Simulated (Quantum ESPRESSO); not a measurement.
PbS (Galena):

```
Pb S
1.0
     0.00000    2.96575    2.96575
     2.96575    0.00000    2.96575
     2.96575    2.96575    0.00000
Pb S
1 1
Direct
  0.00000 0.00000 0.00000
  0.50000 0.50000 0.50000
```

Base run:

| Quantity | Value |
| --- | --- |
| Program | Quantum ESPRESSO 7.5 |
| Functional | PBE |
| Potentials or basis | SSSP 1.3 efficiency PBE |
| Cutoff | 748 eV |
| Density cutoff | 5987 eV |
| k mesh | 8 × 8 × 8 |
| Occupations | fermi-dirac, width 0.05 eV |
| Spin | no spin polarisation |

Its results: band gap on the k mesh 0.37 eV, direct; pressure 2.2 GPa.

Problem. The run is repeated on the same cell with these changes: functional from PBE to PBEsol; potentials or basis from SSSP 1.3 efficiency PBE to PseudoDojo 0.4.1 SR PBEsol standard; cutoff from 748 eV to 762 eV; density cutoff from 5987 eV to 3048 eV. What comes out?

Solution. Band gap on the k mesh 0.26 eV, direct; pressure -0.8 GPa.

Caveats: spin-orbit coupling is left out, which as a rule narrows the gap of such compounds by several tenths of an eV.

Not every run made on this cell is shown here.
